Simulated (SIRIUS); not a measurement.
**MoS2 in SIRIUS: the effect of Hubbard term**

The system is MoS2.

```
Mo S
1.0
     1.58000    0.91221    6.15000
    -1.58000    0.91221    6.15000
     0.00000   -1.82443    6.15000
Mo S
1 2
Direct
  0.00000 0.00000 0.00000
  0.41700 0.41700 0.41700
  0.25000 0.25000 0.25000
```

Measurements of this composition are mostly on another form, of space group No. 194.

Alike in all runs:

- Program: SIRIUS 7.12.0
- Task: single point
- Functional: PBE
- Potentials or basis: PseudoDojo 0.4.1 PBE standard (scalar relativistic)
- Cutoff: 1102 eV
- Density cutoff: 4408 eV
- k mesh: 7 × 7 × 7
- Occupations: fermi-dirac, width 0.05 eV
- Spin: no spin polarisation
- Libxc names: ["XC_GGA_X_PBE", "XC_GGA_C_PBE"]
- Energy tol: 1e-08 Ha
- Density tol: 1e-06
- Mixer: anderson
- Mixing beta: 0.7
- Max scf: 100
- Radial cutoff for the potentials' integrals: 6.5 bohr

Problem. One run gave: gap on the mesh 1.05 eV; pressure 5.6 GPa; largest force 0.50 eV/Å. Which Hubbard term did it use?
A. none
B. Mo d U = 8 eV
C. Mo d U = 4 eV
D. Mo d U = 2 eV
E. Mo d U = 6 eV

Solution. E.

```tsv
Hubbard term	gap on the mesh (eV)	pressure (GPa)	largest force (eV/Å)
none	1.07	5.4	0.53
Mo d U = 2 eV	1.12	5.3	0.52
Mo d U = 4 eV	1.10	5.4	0.51
Mo d U = 6 eV	1.05	5.6	0.50
Mo d U = 8 eV	0.99	7.1	0.46
```

Caveats: an odd mesh through Γ misses points on the zone boundary, where band edges often lie.

A gap of «none» marks a metal or a gap under the smearing width.
